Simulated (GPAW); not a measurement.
Crystal: AlN.

```xyz
2
Lattice="0.0000 2.1840 2.1840 2.1840 0.0000 2.1840 2.1840 2.1840 0.0000" Properties=species:S:1:pos:R:3 pbc="T T T"
Al    0.0000    0.0000    0.0000
N     1.0920    1.0920    1.0920
```

Measurements of this composition are mostly on another form, of space group No. 186.

Base run:

| Quantity | Value |
| --- | --- |
| Program | GPAW 26.7.0 |
| Functional | PBE |
| Potentials or basis | GPAW PAW data sets (gpaw-data 1.2.1) |
| Basis | fd |
| Grid spacing | 0.2 Å |
| k mesh | 10 × 10 × 10 |
| Occupations | fermi-dirac, width 0.05 eV |
| Spin | no spin polarisation |

Its results: band gap on the k mesh 3.36 eV, indirect (least direct gap 4.36 eV).

Problem. The run is repeated on the same cell with these changes: basis from fd to lcao:dzp. What comes out?

Solution. Band gap on the k mesh 3.25 eV, indirect (least direct gap 4.24 eV).

Caveats: the basis of atomic orbitals isn't converged, which shifts pressures, moduli and gaps (some runs).

Not every run made on this cell is shown here.
